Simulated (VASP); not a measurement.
# Zr in VASP: relaxation of the atoms with PBE+dDsC

Aim: the relaxation of the atoms of Zr with PBE+dDsC.

Everything below comes from runs of VASP 6.6.1. Logs are shortened: lines on timing, memory, paths and dates and some standing lists are left out, and cuts for length are marked.

**1. The cell of the first run**

The cell holds a slab with vacuum, 5 atoms: a = 3.189 Å, b = 3.189 Å, c = 24.020 Å, α = 90.00°, β = 90.00°, γ = 90.00°.

The slab is cut from a database's or a generator's crystal, which needn't be the stable form of the element.

**2. Relaxation of the atoms, PBE+dDsC (the (1 0 0) slab of Zr, cut from the database cell, not relaxed)**

Input file INCAR:

```
SYSTEM = Zr
PREC = Accurate
ENCUT = 520
EDIFF = 1E-6
ISMEAR = 0
SIGMA = 0.05
LREAL = .FALSE.
LASPH = .TRUE.
NELM = 60
ALGO = Normal
ISIF = 2
LWAVE = .FALSE.
LCHARG = .FALSE.
LDIPOL = .TRUE.
IDIPOL = 3
DIPOL = 0.5 0.5 0.500
GGA = PE
IVDW = 4
IBRION = 2
NSW = 40
EDIFFG = -0.01
```

Input file KPOINTS:

```
regular mesh
0
G
  8 8 1
  0 0 0
```

Input file POSCAR:

```
Zr
1.0
    3.1890515832      0.0000000000      0.0000000000
    0.0000000000      3.1890515832      0.0000000000
    0.0000000000      0.0000000000     24.0200000000
Zr
5
Selective dynamics
Direct
    0.5000000000      0.5000000000      0.3122398002  F F F
    0.0000000000      0.0000000000      0.4061199001  F F F
    0.5000000000      0.5000000000      0.5000000000  T T T
    0.0000000000      0.0000000000      0.5938800999  T T T
    0.5000000000      0.5000000000      0.6877601998  T T T
```

Potentials or basis: VASP PAW PBE potentials, release 64 (Zr_sv).

Command:

```
$ cat potpaw_PBE.64/Zr_sv/POTCAR > POTCAR
$ mpirun -np 1 vasp_std > vasp.out
```

OUTCAR:

```text
SYSTEM = Zr
   PREC = Accurate
   ENCUT = 520
   EDIFF = 1E-6
   ISMEAR = 0
   LREAL = .FALSE.
   LASPH = .TRUE.
   NELM = 60
   ISIF = 2
   GGA = PE
   IVDW = 4
   IBRION = 2
   NSW = 40
   EDIFFG = -0.01
  IVDW =   4

 ion  position               nearest neighbor table
   1  0.500  0.500  0.312-   2 3.19   2 3.19   2 3.19   2 3.19
   2  0.000  0.000  0.406-   3 3.19   3 3.19   3 3.19   3 3.19   1 3.19   1 3.19   1 3.19   1 3.19

   3  0.500  0.500  0.500-   2 3.19   4 3.19   2 3.19   4 3.19   2 3.19   4 3.19   2 3.19   4 3.19

   4  0.000  0.000  0.594-   3 3.19   3 3.19   3 3.19   3 3.19   5 3.19   5 3.19   5 3.19   5 3.19

   5  0.500  0.500  0.688-   4 3.19   4 3.19   4 3.19   4 3.19

  LATTYP: Found a simple tetragonal cell.
 ALAT       =     3.1890515832
 C/A-ratio  =     7.5320199041

  Lattice vectors:

 A1 = (   3.1890515832,   0.0000000000,   0.0000000000)
 A2 = (   0.0000000000,   3.1890515832,   0.0000000000)
 A3 = (   0.0000000000,   0.0000000000,  24.0200000000)

Analysis of symmetry for initial positions (statically):
=====================================================================
 Subroutine PRICEL returns:
 Original cell was already a primitive cell.

 Routine SETGRP: Setting up the symmetry group for a
 simple tetragonal supercell.

 Subroutine GETGRP returns: Found 16 space group operations
 (whereof 16 operations were pure point group operations)
 out of a pool of 16 trial point group operations.

The static configuration has the point symmetry D_4h.

Analysis of symmetry for dynamics (positions and initial velocities):
=====================================================================
 Subroutine PRICEL returns:
 Original cell was already a primitive cell.

 Routine SETGRP: Setting up the symmetry group for a
 simple tetragonal supercell.

 Subroutine GETGRP returns: Found 16 space group operations
 (whereof 16 operations were pure point group operations)
 out of a pool of 16 trial point group operations.

The dynamic configuration has the point symmetry D_4h.

Analysis of constrained symmetry for selective dynamics:
=====================================================================
 Subroutine PRICEL returns:
 Original cell was already a primitive cell.

 Routine SETGRP: Setting up the symmetry group for a
 simple tetragonal supercell.
[... 120 lines left out ...]
     AMIX     =   0.40;   BMIX     =  1.00
     AMIX_MAG =   1.60;   BMIX_MAG =  1.00
  volume/ion in A,a.u.               =      48.86       329.70
  Fermi-wavevector in a.u.,A,eV,Ry     =   1.025242  1.937427 14.301382  1.051122
  Thomas-Fermi vector in A             =   2.159072
   LORBIT       =      0    0 simple, 1 ext, 2 COOP (PROOUT), +10 PAW based schemes
   GGA     = PE    functional components
   LHFCALC =     F    Hartree Fock is set to
   AEXX    =    0.0000 exact exchange contribution
   IVDW    =     4    specifies the selected vdW correction
   LEPSILON=     F    determine dielectric tensor
   LRPA    =     F    only Hartree local field effects (RPA)
 conjugate gradient relaxation of ions
 non-spin polarized calculation
 Gauss-broadening in eV      SIGMA  =   0.05
  energy-cutoff  :      520.00
  volume of cell :      244.28
 maximum number of plane-waves:      6640
 NGX is ok and might be reduce to    24
   NGX = 11   NGY = 11   NGZ = 89

--------------------------------------- Ionic step        1  -------------------------------------------

 number of electron      60.0000000 magnetization

 Free energy of the ion-electron system (eV)
  ---------------------------------------------------
  ext. energy  EPLUGINS =         0.00000000
  ---------------------------------------------------
  free energy    TOTEN  =       -40.54138599 eV

  energy without entropy =      -40.52767393  energy(sigma->0) =      -40.53452996

------------------------ aborting loop because EDIFF is reached ----------------------------------------

  dDsC method for vdW energy calculation

  Number of pair interactions contributing to vdW energy:   31620
[... 218 lines left out ...]
 number of electron      60.0000000 magnetization

------------------------ aborting loop because EDIFF is reached ----------------------------------------

 vacuum level on the upper side and lower side of the slab       (xc-potential included)         0.018        -0.033

  dDsC method for vdW energy calculation

  Number of pair interactions contributing to vdW energy:   31604

  Edisp (eV):   -0.99724
[... 73 lines left out ...]
  FREE ENERGIE OF THE ION-ELECTRON SYSTEM (eV)
  ---------------------------------------------------
  free  energy   TOTEN  =       -41.5963406252 eV

  energy  without entropy=      -41.5836221232  energy(sigma->0) =      -41.58998137

 dipolmoment           0.000000      0.000000     -0.000243 electrons x Angstroem

--------------------------------------- Ionic step        8  -------------------------------------------

 number of electron      60.0000000 magnetization

------------------------ aborting loop because EDIFF is reached ----------------------------------------
[... 40 lines left out ...]
--------------------------------------- Ionic step        9  -------------------------------------------

 number of electron      60.0000000 magnetization

 dipolmoment           0.000000      0.000000      0.001910 electrons x Angstroem

 Free energy of the ion-electron system (eV)
  ---------------------------------------------------
  ext. energy  EPLUGINS =         0.00000000
  ---------------------------------------------------
  free energy    TOTEN  =       -40.59882480 eV

  energy without entropy =      -40.58607622  energy(sigma->0) =      -40.59245051

 E-fermi :   2.3178     XC(G=0):  -6.1223

 val. band max:        2.3112079844   @ k =   0.2500   0.0000   0.0000
 cond. band min:       2.3211958771   @ k =   0.5000   0.3750   0.0000
 fundamental gap:      0.0099878926
 Fermi energy:         2.3178284597

 k-point     1 :       0.0000    0.0000    0.0000
  band No.  band energies     occupation
      1     -46.6597      2.00000
      2     -46.6054      2.00000
      3     -46.3196      2.00000
      4     -46.2339      2.00000
      5     -46.1626      2.00000
      6     -24.8844      2.00000
[... 574 lines left out ...]
     35       5.3365      0.00000
     36       5.4394      0.00000

------------------------ aborting loop because EDIFF is reached ----------------------------------------

 vacuum level on the upper side and lower side of the slab       (xc-potential included)        -0.146        -0.160

  Hirshfeld-DOM and Hirshfeld charges and relative Volumes:
            ion         q(e)           q(e)           rel_vol
   -----------------------------------------------------------
      1     Zr          0.009          0.020          1.068
      2     Zr         -0.007         -0.018          1.045
      3     Zr          0.004          0.005          1.052
      4     Zr         -0.018         -0.029          1.035
      5     Zr          0.011          0.023          1.057
[... 34 lines left out ...]
  FREE ENERGIE OF THE ION-ELECTRON SYSTEM (eV)
  ---------------------------------------------------
  free  energy   TOTEN  =       -41.5963051568 eV

  energy  without entropy=      -41.5835565772  energy(sigma->0) =      -41.58993087

 reached required accuracy - stopping structural energy minimisation

 vacuum level on the upper side and lower side of the slab         6.139         6.038
```

Wall time 14 min (1 thread of Intel Xeon 6975P-C (Granite Rapids), shared host); peak memory 0.39 GiB.

Results:

```
Free energy                : -41.5963 eV
Energy gained by relaxing  : 12.5 meV/atom
Ionic steps                : 9
Band gap on the k mesh     : none (metal or under the smearing width)
Dispersion energy per atom : -0.199 eV
```

The path:
```
step  energy change (eV)  largest force (eV/Å)  pressure (GPa)
   1              0.0000                0.7506           -2.29
   2             -0.0395                0.7352           -2.13
   3             -0.0593                0.7248           -1.92
   4             -0.0610                0.7215           -1.83
   5             -0.0610                0.7224           -1.84
   6             -0.0617                0.7071           -1.83
   7             -0.0623                0.6870           -1.81
   8             -0.0623                0.6881           -1.81
   9             -0.0623                0.6871           -1.81
```

Final structure:
```xyz
5
Lattice="3.1891 0.0000 0.0000 0.0000 3.1891 0.0000 0.0000 0.0000 24.0200" Properties=species:S:1:pos:R:3 pbc="T T T"
Zr    1.5945    1.5945    7.5000
Zr    0.0000    0.0000    9.7550
Zr    1.5945    1.5945   12.0362
Zr    0.0000    3.1891   14.3437
Zr    1.5945    1.5945   16.4340
```
